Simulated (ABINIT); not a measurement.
Crystal: TiB2.

```
Ti B
1.0
     3.02920    0.00000    0.00000
    -1.51460    2.62336    0.00000
     0.00000    0.00000    3.22840
Ti B
1 2
Direct
  0.00000 0.00000 0.00000
  0.66667 0.33333 0.50000
  0.33333 0.66667 0.50000
```

Base run:

- Program: ABINIT 10.8.3 (patched build)
- Functional: PBE
- Potentials or basis: SPMS NC PBE v1.0
- Cutoff: 707 eV
- k mesh: 8 × 8 × 6
- Occupations: fermi-dirac, width 0.05 eV
- Spin: no spin polarisation

Its results: band gap on the k mesh none (metal or under the smearing width); pressure -0.9 GPa.

Problem. After a change of settings the same cell gave: band gap on the k mesh none (metal or under the smearing width); pressure -0.5 GPa. Which change was it?
A. functional from PBE to PBEsol; potentials or basis from SPMS NC PBE v1.0 to PseudoDojo NC SR PBEsol v0.4.1 standard; cutoff from 707 eV to 1034 eV
B. functional from PBE to PBEsol; potentials or basis from SPMS NC PBE v1.0 to Ansatz PAW PBE default generated set, frozen core; cutoff from 707 eV to 419 eV
C. potentials or basis from SPMS NC PBE v1.0 to Ansatz PAW PBE default generated set, frozen core; cutoff from 707 eV to 381 eV
D. functional from PBE to RPBE; potentials or basis from SPMS NC PBE v1.0 to PseudoDojo NC SR PBE v0.5 stringent; cutoff from 707 eV to 1034 eV

Solution. C.

Caveats: the atomic spheres overlap (some runs).

Not every run made on this cell is shown here.
